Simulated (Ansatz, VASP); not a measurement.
# HfN: VASP beside Ansatz

INCAR

```
SYSTEM = HfN
  ALGO = Normal
  EDIFF = 1E-8
  ENCUT = 520
  ISIF = 2
  ISMEAR = -1
  LASPH = .True.
  LCHARG = .False.
  LEFG = .True.
  LREAL = .False.
  LWAVE = .False.
  NBANDS = 14
  NELM = 100
  PREC = Accurate
  SIGMA = 0.03
```

File KPOINTS:

```
k-points
0
Gamma
  10 10 10
  0 0 0
```

POSCAR

```
HfN
1.0
    0.0000000000      2.2590000000      2.2815900000
    2.2590000000      0.0000000000      2.2815900000
    2.2590000000      2.2590000000      0.0000000000
Hf N
1 1
Direct
    0.0000000000      0.0000000000      0.0000000000
    0.5000000000      0.5000000000      0.5000000000
```

Input for Ansatz:

```yaml
crystal:
  lattice:
    - [0.0, 2.259, 2.28159]
    - [2.259, 0.0, 2.28159]
    - [2.259, 2.259, 0.0]
  atoms:
    - { symbol: Hf, position: [0.0, 0.0, 0.0] }
    - { symbol: "N", position: [0.5, 0.5, 0.5] }
kpoints:
  mp_grid: { grid: [10, 10, 10] }
scf:
  occupations: { method: fermi_dirac, width: 0.03 }
hamiltonian:
  xc: lda
  pseudopotentials: { kind: paw }
output:
  forces: true
  stress: true
  eigenvalues: true
  efg: { contact_densities: true }
```

Change from the starting cell: zz strain of +1 %, PAW files.

Alike in both runs: task electric field gradients; functional LDA; k mesh 10 × 10 × 10; occupations fermi-dirac, width 0.03 eV; no spin polarisation.

|  | VASP | Ansatz |
| --- | --- | --- |
| version | VASP 6.6.1 | Ansatz 0.2.0 |
| potentials or method | VASP PAW LDA potentials, release 64 (Hf_pv, N) | PAW with Ansatz's default frozen-core files, scalar-relativistic |
| plane-wave cutoff (eV) | 520 | 420 |
| valence electrons in the cell | 15 | 31 |

```csv
,VASP,Ansatz,Ansatz less VASP
pressure (GPa),-13.1,-11.8,+1.24
largest component of the traceless stress (GPa),2.42,2.45,+0.027
Vzz of the field gradient on the site that differs most (V/Å²),37.7,43.2,+5.52
```

The two sets of potentials don't hold the same shells in valence. Ansatz warned: «gradients_without_spin_orbit».

Spin-orbit coupling is left out, which matters for the levels of Hf.
